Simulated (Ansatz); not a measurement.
# Structure optimisation: selenium, trigonal (grey) selenium

Level of theory: Ansatz 0.2.0, DFT, PBEsol, plane waves (420 eV) with PAW, scalar-relativistic. (PAW data from PBE, frozen cores regenerated.)

k-point mesh 5×5×4, Fermi-Dirac smearing 0.05 eV, no spin polarisation. Cell and atoms relax.

Starting structure:

```cif
data_structure
_symmetry_space_group_name_H-M 'P 1'
_symmetry_Int_Tables_number 1
_cell_length_a 4.3662
_cell_length_b 4.3662
_cell_length_c 4.9536
_cell_angle_alpha 90.000
_cell_angle_beta 90.000
_cell_angle_gamma 120.000
_cell_volume 81.78
loop_
_atom_site_label
_atom_site_type_symbol
_atom_site_fract_x
_atom_site_fract_y
_atom_site_fract_z
_atom_site_occupancy
Se1 Se 0.22540 0.00000 0.33333 1
Se2 Se 0.00000 0.22540 0.66667 1
Se3 Se 0.77460 0.77460 0.00000 1
```

Task: What cell does the relaxation end in?

Result: P3_121 with a = 4.044 Å, c = 5.122 Å (c/a = 1.266); 24.18 Å³ per atom against 27.26 at the start (-11.3 %).

Task: How much energy does the relaxation gain?

Result: 23.4 meV per atom.
